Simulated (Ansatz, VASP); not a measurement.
## One calculation of Ge, two programs

Contents of INCAR:

```
PREC     = Accurate       # precision mode
ENCUT    = 520            # plane-wave cutoff, eV
EDIFF    = 1E-6           # SCF threshold, eV
ISMEAR   = -1             # smearing method
SIGMA    = 0.05           # smearing width, eV
LREAL    = False          # projectors in reciprocal space
LASPH    = True           # aspherical terms in the spheres
NELM     = 80             # most SCF steps
ALGO     = Normal         # electronic algorithm
ISIF     = 2              # what is computed and relaxed
LWAVE    = False          # write WAVECAR
LCHARG   = False          # write CHGCAR
GGA      = PS             # functional
NBANDS   = 21             # bands
```

The input KPOINTS:

```
regular mesh
0
Gamma
  10 10 10
```

Contents of POSCAR:

```
Ge
1.0
    0.0000000000      2.8287700000      2.8287700000
    2.8287700000      0.0000000000      2.8287700000
    2.8287700000      2.8287700000      0.0000000000
Ge
2
Direct
    0.5000000000      0.5000000000      0.5000000000
    0.7500000000      0.7500000000      0.7500000000
```

Input for Ansatz:

```yaml
crystal:
  lattice:
    - [0.0, 2.82877, 2.82877]
    - [2.82877, 0.0, 2.82877]
    - [2.82877, 2.82877, 0.0]
  atoms:
    - { symbol: Ge, position: [0.5, 0.5, 0.5] }
    - { symbol: Ge, position: [0.75, 0.75, 0.75] }
kpoints:
  mp_grid: { grid: [10, 10, 10] }
  band_path:
    path:
      - [0.0, 0.0, 0.0]
      - [0.5, 0.0, 0.5]
      - [0.625, 0.25, 0.625]
      - [0.375, 0.375, 0.75]
      - [0.0, 0.0, 0.0]
      - [0.5, 0.5, 0.5]
      - [0.5, 0.25, 0.75]
      - [0.5, 0.0, 0.5]
    npoints: 5
scf:
  occupations: { method: fermi_dirac, width: 0.05 }
hamiltonian:
  xc: pbesol
  pseudopotentials: { kind: all_electron, lapw: { basis_error: 0.00025 } }
output:
  forces: true
  stress: true
  eigenvalues: true
```

Alike in both runs: task single point; functional PBEsol; k mesh 10 × 10 × 10; occupations fermi-dirac, width 0.05 eV; no spin polarisation.

|  | VASP | Ansatz |
| --- | --- | --- |
| version | VASP 6.6.1 | Ansatz 0.2.0 |
| potentials or method | VASP PAW PBE potentials, release 64 (Ge_d) | all-electron LAPW, scalar-relativistic |
| plane-wave cutoff (eV) | 520 | see its input |

|  | VASP | Ansatz | Ansatz less VASP |
| --- | --- | --- | --- |
| pressure (GPa) | 0.3 | 0.7 | +0.39 |

Ansatz ran all-electron here, so the differences hold the error of VASP's frozen core and of both bases.

Caveats: the PAW data sets were made with another functional, which shifts forces and pressure a little (VASP).
